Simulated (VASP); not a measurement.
**Mg under changes of volume**

One of the cells (23.059 Å³/atom); the others are scaled copies at fixed shape and fractional positions:

```xyz
1
Lattice="0.0000 2.2591 2.2591 2.2591 0.0000 2.2591 2.2591 2.2591 0.0000" Properties=species:S:1:pos:R:3 pbc="T T T"
Mg    0.0000    0.0000    0.0000
```

This isn't the form of Mg at room conditions, which is hcp.

* Program: VASP 6.6.1
* Functional: PBE
* Potentials or basis: VASP PAW PBE potentials, release 64 (Mg)
* Cutoff: 520 eV
* k mesh: 10 × 10 × 10
* Occupations: fermi-dirac, width 0.05 eV
* Spin: no spin polarisation

| volume (Å³/atom) | energy over the lowest point (meV/atom) | pressure (GPa) |
| --- | --- | --- |
| 21.251 | 17.54 | 3.4 |
| 21.703 | ? | ? |
| 22.155 | 3.90 | 1.5 |
| 23.059 | 0.00 | -0.1 |
| 23.512 | 1.15 | -0.7 |
| 23.964 | 4.12 | -1.3 |

**Question.** What does the run at 21.703 Å³/atom give?

**Answer.** Energy over the lowest point 9.38 meV/atom; pressure 2.4 GPa.

Worked out: A Birch-Murnaghan fit of order 3 (a polynomial in V^(-2/3)) to the other rows has its minimum at 23.02 Å³/atom with B0 = V·E''(V) = 36 GPa and B' = 3.9. It gives 9.38 meV/atom at 21.703 Å³/atom, against the run's 9.38, and -dE/dV = 2.4 GPa, against 2.4.

Energies are extrapolated to zero smearing.
